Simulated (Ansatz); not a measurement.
# PbO2 (Fm-3m) in Ansatz: further runs

One crystal, PbO2, is run at these levels: m-r2SCAN+D3(BJ), r2SCAN+D3(BJ)-ATM, LDA; tasks: single point.

All numbers are computed with Ansatz 0.2.0; they aren't measurements. Logs are shortened: lines on timing, memory, paths and dates and some standing lists are left out, and cuts for length are marked.

## (1) Starting point

Symmetry: Fm-3m, No. 225, cubic system. Conventional cell: a = 5.404 Å, b = 5.404 Å, c = 5.404 Å, α = 90.00°, β = 90.00°, γ = 90.00°. Pb (site symmetry m-3m) has 8 O at 2.34 Å as nearest neighbours. O (site symmetry -43m) is surrounded by 4 Pb at 2.34 Å.

The cell comes from a database or a generator and needn't be the stable form of this composition.

## (2) Single point, m-r2SCAN+D3(BJ)

Contents of input.yaml:

```yaml
crystal:
  lattice:
    - [0.0, 2.701992, 2.701992]
    - [2.701992, 0.0, 2.701992]
    - [2.701992, 2.701992, 0.0]
  atoms:
    - { symbol: Pb, position_ang: [0.0, 0.0, 0.0] }
    - { symbol: O, position_ang: [4.052988, 4.052988, 4.052988] }
    - { symbol: O, position_ang: [1.350996, 1.350996, 1.350996] }
hamiltonian:
  xc: mr2scan
  pseudopotentials: { kind: paw, xc_functional: lda, accuracy: standard }
  dispersion: d3bj
kpoints:
  mp_grid: { grid: [9, 9, 9] }
scf:
  occupations: { method: fermi_dirac, width: 0.1 }
output:
  forces: true
  stress: true
  eigenvalues: true
```

Potentials or basis: JTH PAW LDA.

Started as:

```bash
ansatz run input.yaml --threads 2 --pin off --max-ram 5120MiB --backend cpu --events-out ev --progress --plain --runs-dir out
```

What it wrote:

```text
Warning: the checks of this Pb dataset prove no rule for summing its radial tables, as where they were carried onto another mesh than they were made on, and Gregory's rule is taken, under which a leading mesh point left out moves its sums only by what lay on the interval it spanned. That does not make them correct, and they differ from Quantum ESPRESSO's on this file; a re-export a fraction of a mesh step off can move them. hamiltonian.pseudopotentials.radial_quadrature: simpson_from_first_knot sums it by `pw.x`'s rule; on a PAW file no value gives `pw.x`'s numbers. What more to know: hamiltonian.pseudopotentials.radial_quadrature, in the input reference
Warning: the checks of this O dataset prove no rule for summing its radial tables, as where they were carried onto another mesh than they were made on, and Gregory's rule is taken, under which a leading mesh point left out moves its sums only by what lay on the interval it spanned. That does not make them correct, and they differ from Quantum ESPRESSO's on this file; a re-export a fraction of a mesh step off can move them. hamiltonian.pseudopotentials.radial_quadrature: simpson_from_first_knot sums it by `pw.x`'s rule; on a PAW file no value gives `pw.x`'s numbers. What more to know: hamiltonian.pseudopotentials.radial_quadrature, in the input reference
Warning: the engine holds no damping parameters fitted to this dispersion correction and functional, so the run takes those fitted to r2scan beside the three-body term, which d3bj leaves out (hamiltonian.dispersion, under Limitations)
Warning: RAYON_NUM_THREADS=2 ignored (pool sized by the plan → 2); use --threads N
Engine: ansatz 0.2.0, x86_64-unknown-linux-gnu
Pseudopotentials: kind: paw
Pseudopotential: Pb, paw, valence charge 14, recommended cutoff 1800 eV (normal), Pb.paw.azcp
Pseudopotential: O, paw, valence charge 6, recommended cutoff 1380 eV (normal), O.paw.azcp
Functional definition: m-r2SCAN
  exchange = m_r2scan_x
  correlation = m_r2scan_c
Crystal: 3 atoms, lattice volume = 39.453 Å³
Basis set: ecut = 1800 eV, 6855 PW (Γ), exchange–correlation on 216×216×216 points (64 copies of the dense FFT grid, shifted against one another)
Bands: 17, of which v1, the nominal top of the filled ones, is band 13 counted from 1 (12 counted from 0)
Symmetry: 48 space group operations
Space group: Fm-3m (ITA 225), of the structure as read, at distance tolerance 3.4e-5 Å
k-points: 35 of 729
Non-local potential: Pb, projectors of the file, l = 0: 2, l = 1: 2, l = 2: 2
Non-local potential: O, projectors of the file, l = 0: 2, l = 1: 2
PAW form: soft (Blöchl's): semilocal exchange-correlation on the pseudo side does not see the compensation charge
PAW frozen core: Pb, regenerated for the run's functional (the file was generated under x = slater, c = lda)
PAW frozen core: O, regenerated for the run's functional (the file was generated under x = slater, c = lda)
PAW one-centre angular grid: Pb, 590 points (default); XC on 160 Gauss nodes
PAW one-centre angular grid: O, 302 points (default); XC on 160 Gauss nodes
Initial density: superposition of atomic densities (chi_scale 0.1, normalization cell, long waves kept (reshape's long-wave potential 0.00 eV rms))
Initial wavefunctions: pseudopotential atomic-orbital guess
Functional: x = mr2scan, c = mr2scan; τ floored in thin density (d = 2e-4 eV/Å³)
SCF iter   1: F=—  HF=-12990.183103 eV  |F-HF|=—  |Δ(HF+E_count)|=         —  Δρ=8.23e-2  dr2=2.55e0  dr2_τ=4.51e-1  ethr=3.10e-3  ⟨swp⟩=9.3  Hψ=4551  notcnv=0
preconditioner: auto → none  [insulator: Δε(μ)=0.780 eV  Ē_g=17.961 eV  σ=0.100 eV  W_gap=0.51  n_scr=14 (ndim 8)  ℏωp=30.1 eV  f_vac=0.006  D(μ)=0.32/eV (n_scr^D=0)  ε∞_Penn≈3.8]
SCF iter   2: F=—  HF=-12989.778582 eV  |F-HF|=—  |Δ(HF+E_count)|=   4.05e-1  Δρ=5.01e-2  dr2=4.97e-1  dr2_τ=2.77e-1  ethr=3.10e-3  ⟨swp⟩=2.9  Hψ=1596  notcnv=0
SCF iter   3: F=—  HF=-12989.691301 eV  |F-HF|=—  |Δ(HF+E_count)|=   8.73e-2  Δρ=1.55e-2  dr2=7.21e-2  dr2_τ=9.86e-3  ethr=1.91e-3  ⟨swp⟩=3.4  Hψ=1389  notcnv=0
SCF iter   4: F=—  HF=-12989.686489 eV  |F-HF|=—  |Δ(HF+E_count)|=   4.81e-3  Δρ=5.44e-3  dr2=6.76e-3  dr2_τ=4.20e-4  ethr=2.77e-4  ⟨swp⟩=2.5  Hψ=882  notcnv=0
SCF iter   5: F=—  HF=-12989.686244 eV  |F-HF|=—  |Δ(HF+E_count)|=   2.45e-4  Δρ=6.63e-4  dr2=1.12e-4  dr2_τ=7.01e-6  ethr=2.60e-5  ⟨swp⟩=2.4  Hψ=1070  notcnv=0
SCF iter   6: F=—  HF=-12989.686272 eV  |F-HF|=—  |Δ(HF+E_count)|=   2.80e-5  Δρ=1.23e-4  dr2=2.54e-6  dr2_τ=4.14e-7  ethr=4.30e-7  ⟨swp⟩=2.5  Hψ=1083  notcnv=0
SCF iter   7: F=—  HF=-12989.686253 eV  |F-HF|=—  |Δ(HF+E_count)|=   1.98e-5  Δρ=7.42e-6  dr2=1.44e-8  dr2_τ=3.07e-9  ethr=3.85e-10  ⟨swp⟩=8.5  Hψ=4100  notcnv=0
SCF iter   8: F=-12989.686253 eV  HF=-12989.686253 eV  |F-HF|=9.46e-11  |Δ(HF+E_count)|=   3.29e-9  Δρ=1.40e-6  dr2=4.19e-10  dr2_τ=1.13e-10  ethr=5.53e-11  ⟨swp⟩=3.0  Hψ=2197  notcnv=0
SCF 1 converged in 8 iterations: F = -12989.686253 eV  dr2 = 4.19e-10
SCF converged after 8 iterations
Free energy (F): -12989.686253 eV
Harris-Foulkes:  -12989.686253 eV  (|F-HF|=9.46e-11)
Internal energy: -12989.670254 eV  (E = F + TS)
E sigma→0 (E₀):  -12989.678254 eV
Entropy (-TS):   -0.015998 eV (-5.333 meV/atom)
Fermi energy:    9.031553 eV
--- Per-component energies (eV) ---
  E_band       = -34.049910
  E_kinetic    = 543.468409
  E_local      = -2089.274101  (includes V_loc(G=0)·N_el)
  E_nonlocal   = 1136.388315
  E_hartree    = 645.906509
  E_xc         = -223.173313
  E_vxc        = -310.241190  (∫ρ·V_xc dr)
  E_paw        = -10902.860376  (= ΣΔE_a)
  E_vpaw       = -626.804997  (= ΣTr[D̂ρ^β])
  E_aug_tail   = -0.000031  (compensation charges beyond the density's cutoff)
  E_vtau       = 20.600028  (kinetic-family band-sum trace: ∫τ·v_τ [+ j·A + Jᵃ·Aᵃ] dr)
  E_ewald      = -2100.604185
  E_disp       = -0.324918  (pairwise vdW)
  E_core_change = 0.803437  (= ΣΔE_core)
  E_smearing   = -0.015998  (= −TS)
  E_closure    = 0.000000  (closes the sum)
  Σ components = -12989.686253   (vs F -12989.686253, Δ=0.00e0)
--- Forces (eV/Å), atoms counted from 1 ---
  atom   1  Pb    -0.00000000    -0.00000000     0.00000000
  atom   2  O     -0.00000000    -0.00000000    -0.00000000
  atom   3  O      0.00000000    -0.00000000    -0.00000000
  max |Σ_I F_I| component: 4.63e-17 eV/Å
--- Stress (GPa, compression-positive) ---
       -7.594339      -0.000000      -0.000000
        0.000000      -7.594339       0.000000
       -0.000000       0.000000      -7.594339
  P = ⅓ Tr σ = -7.5943 GPa (-75.943 kbar)
--- Band table (eV; the first three rows and the last of 35) ---
  k-point 0: bands = ["-10.5506", "-7.8252", "-7.2936", "-7.2936", "-7.2936", "-7.0605", "-7.0605", "6.4162", "6.9120", "6.9120", "6.9120", "7.6728", "7.6728", "7.6728", "16.5383", "16.5383", "16.5383"]
  k-point 1: bands = ["-10.4541", "-8.2407", "-7.2791", "-7.2791", "-7.0614", "-7.0614", "-6.8636", "5.3449", "6.7139", "6.8069", "6.8069", "7.6550", "7.6550", "8.7892", "16.2130", "16.8013", "16.8013"]
  k-point 2: bands = ["-10.2070", "-8.7175", "-7.2482", "-7.2482", "-7.0573", "-7.0573", "-6.3582", "3.9830", "6.3325", "6.5584", "6.5584", "7.6015", "7.6015", "10.1389", "15.9634", "17.5048", "17.5048"]
  k-point 34: bands = ["-9.5125", "-9.4704", "-7.1312", "-7.0539", "-7.0414", "-6.4082", "-6.0910", "0.9170", "4.1663", "5.9854", "6.6433", "8.4603", "8.8630", "11.4254", "17.5071", "18.5784", "18.8322"]
```

Wall time 12 s (2 threads of AMD EPYC 7R43 (Zen 3), shared host); peak memory 1.2 GiB.

What came out:

* Free energy: -12989.6863 eV
* Pressure: -7.6 GPa
* Band gap on the k mesh: none (metal or under the smearing width)

Caveat: pairwise dispersion overbinds metals, which lowers pressure and volume; the dispersion damping was fitted for another functional or another form of the correction. Spin-orbit coupling is left out, which matters for the levels of Pb.

## (3) Single point, r2SCAN+D3(BJ)-ATM (volume scaled by 0.8)

Contents of input.yaml:

```yaml
crystal:
  lattice:
    - [0.0, 2.5083071791, 2.5083071791]
    - [2.5083071791, 0.0, 2.5083071791]
    - [2.5083071791, 2.5083071791, 0.0]
  atoms:
    - { symbol: Pb, position: [0.0, 0.0, 0.0] }
    - { symbol: O, position: [0.75, 0.75, 0.75] }
    - { symbol: O, position: [0.25, 0.25, 0.25] }
hamiltonian:
  xc: r2scan
  pseudopotentials: { kind: paw, accuracy: standard }
  dispersion: d3bjatm
kpoints:
  mp_grid: { grid: [5, 5, 5] }
scf:
  occupations: { method: gaussian, width: 0.01 }
output:
  forces: true
  stress: true
  eigenvalues: true
```

Potentials or basis: SSSP efficiency PAW.

Started as:

```bash
ansatz run input.yaml --threads 2 --pin off --max-ram 5120MiB --backend cpu --events-out ev --progress --plain --runs-dir out
```

Wall time 2.4 s (2 threads of AMD EPYC 7R43 (Zen 3), shared host); peak memory 0.74 GiB.

Results (log left out):

* Free energy: -12993.4231 eV
* Pressure: 45.9 GPa
* Band gap on the k mesh: none (metal or under the smearing width)

Levels at points of the mesh, in eV from the Fermi level:
```csv
k point,band 10,band 11,band 12,band 13,band 14,band 15,band 16,band 17
"(0.00, 0.00, 0.00)",-2.19,-1.55,-1.55,-1.55,-0.24,8.53,8.53,8.53
```

Caveat: the k mesh is coarse (spacing up to 0.43 Å⁻¹), so the values aren't converged; the pressure holds a Pulay correction of +0.5 GPa for the finite cutoff; pairwise dispersion overbinds metals, which lowers pressure and volume.

## (4) Single point, LDA, non-collinear spin, random start, spin-orbit coupling (volume scaled by 0.8)

Contents of input.yaml:

```yaml
crystal:
  lattice:
    - [0.0, 2.5083071791, 2.5083071791]
    - [2.5083071791, 0.0, 2.5083071791]
    - [2.5083071791, 2.5083071791, 0.0]
  atoms:
    - { symbol: Pb, position: [0.0, 0.0, 0.0], spin: 0.47, spin_axis: [0.084, -0.413, -0.208] }
    - { symbol: O, position: [0.75, 0.75, 0.75] }
    - { symbol: O, position: [0.25, 0.25, 0.25] }
hamiltonian:
  xc: lda
  pseudopotentials: { kind: paw_fr }
magnetization:
  noncollinear: true
  spin_orbit: true
kpoints:
  mp_grid: { grid: [9, 9, 9] }
scf:
  occupations: { method: tetrahedron_uncorrected }
  mixing: { algorithm: msr1, beta: 0.5, ndim: 4 }
output:
  forces: true
  stress: true
  eigenvalues: true
  write_density: true
  write_potential: true
  elf: true
  volumetric_format: npy
```

Potentials or basis: Ansatz PAW.

Started as:

```bash
ansatz run input.yaml --threads 2 --pin off --max-ram 5120MiB --backend cpu --events-out ev --progress --plain --runs-dir out
```

It took 86 s on 2 threads of AMD EPYC 7R43 (Zen 3), shared host; peak memory 0.96 GiB.

The run converged. Its results:

| Property | Result |
| --- | --- |
| Free energy | -12746.3208 eV |
| Pressure | 36.4 GPa |
| Band gap on the k mesh | none (metal or under the smearing width) |
| Net moment | 0.00 μB per cell |
| Absolute moment | 0.00 μB per cell |

Levels at points of the mesh, in eV from the Fermi level:
| k point | band 24 | band 25 | band 26 | band 27 | band 28 | band 29 |
| --- | --- | --- | --- | --- | --- | --- |
| (0.00, 0.00, 0.00) | -1.63 | -1.63 | -1.63 | -0.74 | -0.74 | 5.57 |

Moments on the atoms (μB; x, y, z):
```
Pb  0.00 0.00 0.00
O   0.00 0.00 0.00
O   0.00 0.00 0.00
```

Caveat: the pressure holds a Pulay correction of +1.0 GPa for the finite cutoff; the PAW data sets come from PBE, with cores solved anew for the run's functional, which leaves a small shift of forces and pressure; the starting moments weren't kept; the thresholds are loose for stress.

## (5) Overview

```csv
level,potentials or basis,spin,cell,k mesh,cutoff (eV),smearing,other keys,mesh quality,gap on the mesh (eV),pressure (GPa)
m-r2SCAN+D3(BJ),JTH PAW LDA,off,as given,9 × 9 × 9,1800,fermi-dirac 0.1 eV,-,not flagged,none,-7.6
r2SCAN+D3(BJ)-ATM,SSSP efficiency PAW,off,volume scaled by 0.8,5 × 5 × 5,680,gaussian 0.01 eV,scf.occupations.method = gaussian; scf.occupations.width = 0.01; …,coarse,none,45.9
LDA,Ansatz PAW,"non-collinear, random start, SOC",volume scaled by 0.8,9 × 9 × 9,420,tetrahedron uncorrected,scf.occupations.width = left out; …,not flagged,none,36.4
```

Alike in all rows: task single point.

Caveats: some runs use coarse meshes; pairwise dispersion overbinds metals, which lowers pressure and volume (some runs); the dispersion damping was fitted for another functional or another form of the correction (some runs); the PAW data sets come from PBE, with cores solved anew for the run's functional, which leaves a small shift of forces and pressure (some runs); the starting moments weren't kept (some runs); the thresholds are loose for stress (some runs).

Absolute energies hang on the potentials; compare differences alone.
